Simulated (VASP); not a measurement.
These are PW91 GGA, VASP's PBE PAW potentials (set 64) (plane waves; VASP) values and carry that method's errors.

VASP ran on this input.

**INCAR**
```
SYSTEM=CaF2
PREC=Accurate; ENCUT=520; LREAL=F
LASPH=T
EDIFF=1E-6; NELM=100; ALGO=Normal
ISMEAR=0; SIGMA=0.05
GGA=91
IBRION=2; NSW=60; ISIF=3
EDIFFG=-0.02
LWAVE=F; LCHARG=F
```

### POSCAR
```
CaF2
1
   -0.0000000000     2.7458340929     2.7458340929
    2.7458340929     0.0000000000     2.7458340929
    2.7458340929     2.7458340929     0.0000000000
Ca F
1 2
Direct
  0.0000000000   1.0000000000   1.0000000000
  0.2500000000   0.2500000000   0.2500000000
  0.7500000000   0.7500000000   0.7500000000
```

**KPOINTS**
```
Automatic mesh
0
Gamma
6 6 6
0 0 0
```

POTCAR, in this order: Ca_sv F (PBE.64 set). Program: vasp_std.

Output of the run:

OSZICAR:
```
       N       E                     dE             d eps       ncg     rms          rms(c)
DAV:   1     0.221982080084E+03    0.22198E+03   -0.14037E+04   512   0.153E+03
DAV:   2    -0.932370242319E+01   -0.23131E+03   -0.22778E+03   672   0.388E+02
DAV:   3    -0.185166939224E+02   -0.91930E+01   -0.91860E+01   608   0.889E+01
DAV:   4    -0.188975992880E+02   -0.38091E+00   -0.38085E+00   880   0.130E+01
DAV:   5    -0.188997027326E+02   -0.21034E-02   -0.21034E-02   608   0.974E-01    0.815E+00
DAV:   6    -0.175057469792E+02    0.13940E+01   -0.76216E+00   536   0.194E+01    0.312E+00
DAV:   7    -0.175064949737E+02   -0.74799E-03   -0.19983E-01   672   0.397E+00    0.166E+00
DAV:   8    -0.175221728009E+02   -0.15678E-01   -0.32195E-02   648   0.224E+00    0.206E-01
DAV:   9    -0.175267784254E+02   -0.46056E-02   -0.86185E-03   664   0.733E-01    0.134E-01
DAV:  10    -0.175277889306E+02   -0.10105E-02   -0.16647E-03   624   0.289E-01    0.378E-02
DAV:  11    -0.175277974744E+02   -0.85438E-05   -0.11898E-04   680   0.993E-02    0.168E-02
DAV:  12    -0.175278059206E+02   -0.84462E-05   -0.28174E-05   624   0.493E-02    0.347E-03
DAV:  13    -0.175278063533E+02   -0.43276E-06   -0.42561E-06   672   0.172E-02
   1 F= -.17527806E+02 E0= -.17527806E+02  d E =-.175278E+02
       N       E                     dE             d eps       ncg     rms          rms(c)
DAV:   1    -0.175400332778E+02   -0.12227E-01   -0.27548E-01   616   0.545E+00    0.831E-01
DAV:   2    -0.175293680099E+02    0.10665E-01   -0.53330E-02   536   0.189E+00    0.208E-01
DAV:   3    -0.175283742465E+02    0.99376E-03   -0.18161E-03   736   0.539E-01    0.927E-02
DAV:   4    -0.175282227096E+02    0.15154E-03   -0.14717E-03   816   0.307E-01    0.361E-02
DAV:   5    -0.175282250204E+02   -0.23108E-05   -0.21525E-05   592   0.496E-02    0.317E-02
DAV:   6    -0.175282411659E+02   -0.16145E-04   -0.42962E-05   896   0.578E-02    0.502E-03
DAV:   7    -0.175282404806E+02    0.68532E-06   -0.86888E-07   488   0.118E-02
   2 F= -.17528240E+02 E0= -.17528240E+02  d E =-.434127E-03
```

File OUTCAR:
```
------------------------ aborting loop because EDIFF is reached ----------------------------------------
  FORCE on cell =-STRESS in cart. coord.  units (eV):
  Direction    XX          YY          ZZ          XY          YZ          ZX
  --------------------------------------------------------------------------------------
  Total       -0.0193611     -0.0193611     -0.0193611      0.0000000     -0.0000000      0.0000000
  in kB       -0.7437665     -0.7437665     -0.7437665      0.0000000     -0.0000000      0.0000000
  external PRESSURE =      -0.7437665 kB  Pullay stress =       0.0000000 kB
  volume of cell :       41.71
      direct lattice vectors                 reciprocal lattice vectors
     0.000000000  2.752485448  2.752485448    -0.181654003  0.181654003  0.181654003
     2.752485448 -0.000000000  2.752485448     0.181654003 -0.181654003  0.181654003
     2.752485448  2.752485448  0.000000000     0.181654003  0.181654003 -0.181654003
 POSITION                                       TOTAL-FORCE (eV/Angst)
 -----------------------------------------------------------------------------------
      2.75249      5.50497      2.75249        -0.000000      0.000000     -0.000000
      1.37624      1.37624      1.37624         0.000000      0.000000      0.000000
      4.12873      4.12873      4.12873        -0.000000     -0.000000     -0.000000
 -----------------------------------------------------------------------------------
    total drift:                                0.000000     -0.000000      0.000000
  FREE ENERGIE OF THE ION-ELECTRON SYSTEM (eV)
  ---------------------------------------------------
  free  energy   TOTEN  =       -17.5282404806 eV

  energy  without entropy=      -17.5282404806  energy(sigma->0) =      -17.52824048

 reached required accuracy - stopping structural energy minimisation
```
(Selected blocks of OUTCAR.)

File CONTCAR:
```
CaF2
   1.00000000000000
     0.0000000000000000    2.7524854476422456    2.7524854476422456
     2.7524854476422456   -0.0000000000000000    2.7524854476422456
     2.7524854476422456    2.7524854476422456    0.0000000000000000
  Ca              F
     1     2
Direct
     1.0000000000000000    0.0000000000000000    1.0000000000000000
     0.2500000000000000    0.2500000000000000    0.2500000000000000
     0.7500000000000000    0.7500000000000000    0.7500000000000000
```

### OUTCAR
```
 val. band max:       -1.1904089451   @ k =   0.5000   0.5000   0.0000

 cond. band min:       5.9992170433   @ k =   0.0000   0.0000   0.0000


 Fermi energy:        -0.9052341450

 k-point     1 :       0.0000    0.0000    0.0000
  band No.  band energies     occupation
      1     -37.2293      2.00000
      2     -20.9973      2.00000
      3     -20.2565      2.00000
      4     -18.2442      2.00000
      5     -18.2442      2.00000
      6     -18.2442      2.00000
      7      -3.2265      2.00000
      8      -3.2265      2.00000
      9      -3.2265      2.00000
     10      -1.4416      2.00000
     11      -1.4416      2.00000
     12      -1.4416      2.00000
     13       5.9992      0.00000
     14       7.8796      0.00000
     15       7.8796      0.00000
     16       9.8353      0.00000

 k-point     2 :       0.1667    0.0000    0.0000
  band No.  band energies     occupation
      1     -37.2220      2.00000
      2     -21.0589      2.00000
      3     -20.3257      2.00000
      4     -18.2537      2.00000
      5     -18.2537      2.00000
      6     -18.1277      2.00000
      7      -3.1094      2.00000
      8      -3.1094      2.00000
      9      -3.0210      2.00000
     10      -1.7313      2.00000
     11      -1.5606      2.00000
     12      -1.5606      2.00000
     13       6.6636      0.00000
     14       7.9320      0.00000
     15       7.9320      0.00000
     16       9.6063      0.00000

 k-point     3 :       0.3333    0.0000    0.0000
  band No.  band energies     occupation
      1     -37.2071      2.00000
      2     -21.1242      2.00000
      3     -20.5260      2.00000
      4     -18.2725      2.00000
      5     -18.2725      2.00000
      6     -17.8848      2.00000
      7      -2.8342      2.00000
      8      -2.8342      2.00000
      9      -2.6229      2.00000
     10      -2.2079      2.00000
     11      -1.8289      2.00000
     12      -1.8289      2.00000
     13       7.8615      0.00000
...
```

The compound is CaF2 in the fluorite structure. This run relaxes it. Symmetry was kept, so distortions that lower it aren't found. The start is the result of an earlier pass.
